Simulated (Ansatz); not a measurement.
# Residual resistivity of an alloy: Pt(111) with 4 layers of random Pt-W, 2x2, part 2 of 2

Wanted: resistance against the alloy's length, first Pt(111) with 4 layers of random Pt-W, 2x2.

Ansatz 0.2.0; Ansatz plane-wave DFT, PBE, PAW files; ballistic transport by layer matching (Landauer), zero bias; PAW set soft_1.

So far. Step 3 (With 8 alloy layers): Over the solved energies the transmission per spin lies between 1.40 and 1.48, out of 6.77 channels of the lead on average (up to 7.04).

### Step 4. With 12 alloy layers

In 12 layers a share of 0.25 of the sites is given to W at random. A fresh draw is used; the growth of the resistance with length is what counts.

System of this step: Pt(111) with 12 layers of random Pt-W, 2x2. The cell holds 72 atoms: 60 Pt and 12 W. Its edges and angles: a = 5.546 Å, b = 5.546 Å, c = 40.757 Å, α = 90.0°, β = 90.0°, γ = 120.0°. It derives from Pt. Regions: lead, 24 atoms (24 Pt); scattering region, 48 atoms (36 Pt and 12 W). The structure is stacked along c, and the current runs across the ab planes.

The input, input.yaml:

```yaml
crystal:
  lattice:
    - [5.5462627489, 0.0, 0.0]
    - [-2.7731313745, 4.8032044366, 0.0]
    - [0.0, 0.0, 40.7565411427]
  atoms:
    - { symbol: Pt, position: [0.0, 0.0, 0.0277777778] }
    - { symbol: Pt, position: [0.0, 0.5, 0.0277777778] }
    - { symbol: Pt, position: [0.5, 0.0, 0.0277777778] }
    - { symbol: Pt, position: [0.5, 0.5, 0.0277777778] }
    - { symbol: Pt, position: [0.1666666667, 0.3333333333, 0.0833333333] }
    - { symbol: Pt, position: [0.1666666667, 0.8333333333, 0.0833333333] }
    - { symbol: Pt, position: [0.6666666667, 0.3333333333, 0.0833333333] }
    - { symbol: Pt, position: [0.6666666667, 0.8333333333, 0.0833333333] }
    - { symbol: Pt, position: [0.3333333333, 0.1666666667, 0.1388888889] }
    - { symbol: Pt, position: [0.3333333333, 0.6666666667, 0.1388888889] }
    - { symbol: Pt, position: [0.8333333333, 0.1666666667, 0.1388888889] }
    - { symbol: Pt, position: [0.8333333333, 0.6666666667, 0.1388888889] }
    - { symbol: Pt, position: [0.0, 0.0, 0.1944444444] }
    - { symbol: Pt, position: [0.0, 0.5, 0.1944444444] }
    - { symbol: Pt, position: [0.5, 0.0, 0.1944444444] }
    - { symbol: Pt, position: [0.5, 0.5, 0.1944444444] }
    - { symbol: Pt, position: [0.1666666667, 0.3333333333, 0.25] }
    - { symbol: Pt, position: [0.1666666667, 0.8333333333, 0.25] }
    - { symbol: W, position: [0.6666666667, 0.3333333333, 0.25] }
    - { symbol: Pt, position: [0.6666666667, 0.8333333333, 0.25] }
    - { symbol: W, position: [0.3333333333, 0.1666666667, 0.3055555556] }
    - { symbol: W, position: [0.3333333333, 0.6666666667, 0.3055555556] }
    - { symbol: Pt, position: [0.8333333333, 0.1666666667, 0.3055555556] }
    - { symbol: Pt, position: [0.8333333333, 0.6666666667, 0.3055555556] }
    - { symbol: Pt, position: [0.0, 0.0, 0.3611111111] }
    - { symbol: W, position: [0.0, 0.5, 0.3611111111] }
    - { symbol: Pt, position: [0.5, 0.0, 0.3611111111] }
    - { symbol: Pt, position: [0.5, 0.5, 0.3611111111] }
    - { symbol: W, position: [0.1666666667, 0.3333333333, 0.4166666667] }
    - { symbol: Pt, position: [0.1666666667, 0.8333333333, 0.4166666667] }
    - { symbol: W, position: [0.6666666667, 0.3333333333, 0.4166666667] }
    - { symbol: Pt, position: [0.6666666667, 0.8333333333, 0.4166666667] }
    - { symbol: Pt, position: [0.3333333333, 0.1666666667, 0.4722222222] }
    - { symbol: Pt, position: [0.3333333333, 0.6666666667, 0.4722222222] }
    - { symbol: W, position: [0.8333333333, 0.1666666667, 0.4722222222] }
    - { symbol: Pt, position: [0.8333333333, 0.6666666667, 0.4722222222] }
    - { symbol: Pt, position: [0.0, 0.0, 0.5277777778] }
    - { symbol: Pt, position: [0.0, 0.5, 0.5277777778] }
    - { symbol: Pt, position: [0.5, 0.0, 0.5277777778] }
    - { symbol: Pt, position: [0.5, 0.5, 0.5277777778] }
    - { symbol: Pt, position: [0.1666666667, 0.3333333333, 0.5833333333] }
    - { symbol: Pt, position: [0.1666666667, 0.8333333333, 0.5833333333] }
    - { symbol: Pt, position: [0.6666666667, 0.3333333333, 0.5833333333] }
    - { symbol: Pt, position: [0.6666666667, 0.8333333333, 0.5833333333] }
    - { symbol: W, position: [0.3333333333, 0.1666666667, 0.6388888889] }
    - { symbol: Pt, position: [0.3333333333, 0.6666666667, 0.6388888889] }
    - { symbol: W, position: [0.8333333333, 0.1666666667, 0.6388888889] }
    - { symbol: Pt, position: [0.8333333333, 0.6666666667, 0.6388888889] }
    - { symbol: Pt, position: [0.0, 0.0, 0.6944444444] }
    - { symbol: W, position: [0.0, 0.5, 0.6944444444] }
    - { symbol: Pt, position: [0.5, 0.0, 0.6944444444] }
    - { symbol: W, position: [0.5, 0.5, 0.6944444444] }
    - { symbol: Pt, position: [0.1666666667, 0.3333333333, 0.75] }
    - { symbol: Pt, position: [0.1666666667, 0.8333333333, 0.75] }
    - { symbol: Pt, position: [0.6666666667, 0.3333333333, 0.75] }
    - { symbol: W, position: [0.6666666667, 0.8333333333, 0.75] }
    - { symbol: Pt, position: [0.3333333333, 0.1666666667, 0.8055555556] }
    - { symbol: Pt, position: [0.3333333333, 0.6666666667, 0.8055555556] }
    - { symbol: Pt, position: [0.8333333333, 0.1666666667, 0.8055555556] }
    - { symbol: Pt, position: [0.8333333333, 0.6666666667, 0.8055555556] }
    - { symbol: Pt, position: [0.0, 0.0, 0.8611111111] }
    - { symbol: Pt, position: [0.0, 0.5, 0.8611111111] }
    - { symbol: Pt, position: [0.5, 0.0, 0.8611111111] }
    - { symbol: Pt, position: [0.5, 0.5, 0.8611111111] }
    - { symbol: Pt, position: [0.1666666667, 0.3333333333, 0.9166666667] }
    - { symbol: Pt, position: [0.1666666667, 0.8333333333, 0.9166666667] }
    - { symbol: Pt, position: [0.6666666667, 0.3333333333, 0.9166666667] }
    - { symbol: Pt, position: [0.6666666667, 0.8333333333, 0.9166666667] }
    - { symbol: Pt, position: [0.3333333333, 0.1666666667, 0.9722222222] }
    - { symbol: Pt, position: [0.3333333333, 0.6666666667, 0.9722222222] }
    - { symbol: Pt, position: [0.8333333333, 0.1666666667, 0.9722222222] }
    - { symbol: Pt, position: [0.8333333333, 0.6666666667, 0.9722222222] }
kpoints:
  mp_grid: { grid: [5, 5, 1] }
hamiltonian:
  xc: pbe
  pseudopotentials: { kind: paw, azcp: { folder: soft_1 } }
scf:
  occupations: { method: fermi_dirac, width: 0.1 }
output:
  transmission:
    leads: [[0, 4]]
    kmesh: [10, 10]
    e_range: [-0.05, 0.05]
    de: 0.05
  write_potential: true
  write_density: true
  volumetric_format: npy
```

On the command line:

```sh
$ ansatz run input.yaml --threads 4 --pin off --max-ram 15360MiB --backend cpu --events-out ev --progress --plain --runs-dir out
```

Numbers of over 12 decimals in the logs are rounded to 6 here.

The program printed:

```text
[...]
Crystal: 72 atoms, lattice volume = 1085.747 Å³
Basis set: ecut = 420 eV, 21305 PW (Γ)
Bands: 749, of which v1, the nominal top of the filled ones, is band 624 counted from 1 (623 counted from 0)
Symmetry: 1 space group operations
[...]
k-points: 13 of 25 (time reversal used)
[...]
SCF iter   1: F=—  HF=-876155.972128 eV  |F-HF|=—  |Δ(HF+E_count)|=         —  Δρ=1.11e-1  dr2=1.86e3  ethr=3.10e-3  ⟨swp⟩=4.9  Hψ=28442  notcnv=0  defer=324
[...]
SCF iter  11: F=-876119.621834 eV  HF=-876119.621834 eV  |F-HF|=1.86e-8  |Δ(HF+E_count)|=   2.56e-9  Δρ=2.77e-7  dr2=1.98e-8  ethr=8.01e-12  ⟨swp⟩=2.0  Hψ=15367  notcnv=0
SCF 1 converged in 11 iterations: F = -876119.621834 eV  dr2 = 1.98e-8
[...]
transmission: 381 of 3796 steps passed
transmission: 761 of 3796 steps passed
[...]
transmission: 3796 of 3796 steps passed
SCF converged after 11 iterations
Free energy (F): -876119.621834 eV
[...]
Internal energy: -876116.693016 eV  (E = F + TS)
E sigma→0 (E₀):  -876118.157425 eV
Entropy (-TS):   -2.928818 eV (-40.678 meV/atom)
Fermi energy:    23.664361 eV
[...]
--- Band table (eV; the first three rows and the last of 13) ---
  k-point 0: bands = [... 620 lower, 23.8907, 23.8963, 23.9293, 23.9486, 23.9636, 23.9665, 23.9693, 24.0037, ... 121 higher]
  k-point 1: bands = [... 620 lower, 23.6732, 23.7016, 23.7161, 23.7501, 23.7837, 23.8098, 23.8441, 23.8662, ... 121 higher]
  k-point 2: bands = [... 620 lower, 23.5227, 23.5673, 23.5786, 23.6072, 23.6369, 23.6590, 23.6847, 23.7123, ... 121 higher]
  k-point 12: bands = [... 620 lower, 23.5562, 23.5674, 23.6239, 23.6454, 23.6521, 23.6802, 23.6975, 23.7243, ... 121 higher]
--- Transmission ---
  basis      : 241 plane waves across, 73 finite elements along
  points     : 52, standing for a mesh of 10 x 10
[...]
channels       : 6.890000e0 a spin
[...]
junction   : crystal 0 to crystal 0, 0.70 to 39.19 Å
    transmission   : 1.002175e0 a spin
[...]
```

Wall time 26 min (4 threads of Arm Neoverse V1, shared host); peak memory 8.3 GiB.

This step gave:

- free energy: -876119.6218 eV
- energy at zero smearing: -876118.1574 eV
- Fermi energy: 23.66 eV
- transmission per spin nearest the Fermi level: 1.002
- open channels per spin nearest the Fermi level: 6.89
- step of the lead's potential: 13.7 meV

Per spin. The transmission, zone mean by energy, zero at the Fermi level:

| energy (eV) | transmission, zone mean |
| --- | --- |
| -0.0500 | 1.07 |
| 0.0000 | 1.00 |
| 0.0500 | 0.996 |

Over the solved energies the transmission per spin lies between 0.996 and 1.07, out of 6.71 channels of the lead on average (up to 7.04).

### Step 5. Resistance against length

This step: Ansatz plane-wave DFT, PBE, PAW files; ballistic transport by layer matching (Landauer), zero bias; residual resistivity from the slope of the area resistance, atoms on the host's lattice; PAW set soft_1 (Ansatz 0.2.0).

Numbers from this step:

```
resistivity           : 70.87 µΩ cm
intercept             : 0.8124 fΩ m²
scatter about the fit : 0.1542 fΩ m²
```

Resistance, by row:

| run | length (Å) | T | channels N | RA (fΩ m²) |
| --- | --- | --- | --- | --- |
| n4 | 9.057 | 1.665 | 6.85 | 1.563 |
| n8 | 18.11 | 1.441 | 6.767 | 1.878 |
| n12 | 27.17 | 1.024 | 6.713 | 2.847 |

Table of area resistance by length of the alloy:

| length of the alloy (Å) | area resistance (fΩ m²) |
| --- | --- |
| 9.06 | 1.56 |
| 18.11 | 1.88 |
| 27.17 | 2.85 |

The area resistance goes from 1.6 to 2.8 fΩ m² between 9.1 and 27.2 Å, a slope of 71 µΩ cm.

By hand from the end points: (2.847 − 1.563) fΩ m² / (27.17 − 9.06) Å = 71 µΩ cm, since 1 fΩ m² per Å is 1000 µΩ cm.

### Step 6. Outcome

- resistivity from the slope: 70.9 µΩ cm
- area resistance over 9.06 Å: 1.56 fΩ m²
- area resistance over 18.1 Å: 1.88 fΩ m²
- area resistance over 27.2 Å: 2.85 fΩ m²

What this shows: The slope gives 71 µΩ cm. The points scatter by 0.15 fΩ m² about the line, with one random draw a length in a 2x2 cell, so the slope is a rough value. The lead's own channel count moves between the runs (6.85, 6.77 and 6.71), which shifts RA and the slope too. Read with a model of isotropic scattering on a spherical Fermi surface and the lead's 2.0×10¹⁵ S/m², this slope means a mean free path near 5.3 Å; over these lengths the model's slope is within 3 % of its bulk resistivity, though a free path of a few ångströms strains the picture. The atoms sit on the host's lattice, so scattering by size misfit is left out. Spin-orbit coupling is left out, which matters for Pt and W. A lead's potential steps by up to 42 meV from period to period, which the log calls too much, so longer leads could move the result.

[Logs are printed without paths, hosts, clocks, repeated set-up lines and the standing remarks that a program may print on its own settings, such as how far it seeks lower states.]

[Hosts, paths, dates, database ids (printed as entryN), source tags and the programs' standing remarks are cut or masked in the printed files.]
